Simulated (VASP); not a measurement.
# BN: equation of state with PBEsol

BN:

```
N B
1.0
     1.25112    0.72234    3.37293
    -1.25112    0.72234    3.37293
     0.00000   -1.44467    3.37293
N B
1 1
Cartesian
  0.0000 0.0000 6.7517
  0.0000 0.0000 0.0033
```

The cell is a database's computed one.

```json
{"Program": "VASP 6.6.1", "Task": "equation of state", "Functional": "PBEsol", "Potentials or basis": "VASP PAW PBE potentials, release 64 (N, B)", "Cutoff": "520 eV", "k mesh": "12 × 12 × 12", "Occupations": "fermi-dirac, width 0.05 eV", "Spin": "no spin polarisation", "Ladder": "free", "Further INCAR settings": "ALGO = Normal; EDIFF = 1e-07; NBANDS = 11"}
```

```json
{
 "Equilibrium volume": "9.19 Å³/atom",
 "Bulk modulus at fixed shape and positions": "238 GPa",
 "Pressure derivative of the bulk modulus": "3.5"
}
```

Energy against volume, from the lowest point:
```csv
volume (Å³/atom),energy (meV/atom)
8.596,31.31
8.779,14.43
8.962,4.19
9.145,0.00
9.328,1.33
9.510,7.72
9.693,18.72
```

All runs of the series together: 4.3 min on 1 thread of Intel(R) Xeon(R) Platinum 8375C CPU @ 2.90GHz (Ice Lake) (shared host).

Caveat: the cell was scaled at fixed shape and fractional positions, which overstates the stiffness of a crystal with free parameters, most of all of layers and chains; the PAW data sets were made with another functional, which shifts forces and pressure a little.
